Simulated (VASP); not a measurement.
The system is GaN.

```
Ga N
1.0
     0.00000    2.25350    2.25350
     2.25350    0.00000    2.25350
     2.25350    2.25350    0.00000
Ga N
1 1
Direct
  0.00000 0.00000 0.00000
  0.75000 0.75000 0.75000
```

The cell is a database's computed one.

* Program: VASP 6.6.1
* Task: relaxation of cell and atoms
* Functional: PBE
* Potentials or basis: VASP PAW PBE potentials, release 64 (Ga_d, N)
* Cutoff: 600 eV
* k mesh: 10 × 10 × 10
* Occupations: gaussian, width 0.03 eV
* Spin: no spin polarisation

At the start: pressure 4.9 GPa; volume 11.44 Å³/atom.

**Question.** Where does the relaxation end?

**Answer.** Over 3 steps the energy falls by 4.7 meV/atom and the volume is 11.76 Å³/atom (+2.8 %); space group F-43m (No. 216, to 0.05 Å).

The path:
```
step  energy change (eV)  largest force (eV/Å)  pressure (GPa)  volume (Å³)
   1              0.0000                0.0000            4.92        22.89
   2             -0.0029                0.0000           -3.73        24.07
   3             -0.0095                0.0000           -0.08        23.52
```

Final structure:
```cif
data_structure
_symmetry_space_group_name_H-M 'P 1'
_symmetry_Int_Tables_number 1
_cell_length_a 3.2161
_cell_length_b 3.2161
_cell_length_c 3.2161
_cell_angle_alpha 60.000
_cell_angle_beta 60.000
_cell_angle_gamma 60.000
_cell_volume 23.52
loop_
_atom_site_label
_atom_site_type_symbol
_atom_site_fract_x
_atom_site_fract_y
_atom_site_fract_z
_atom_site_occupancy
Ga1 Ga 0.00000 0.00000 0.00000 1
N1 N 0.75000 0.75000 0.75000 1
```
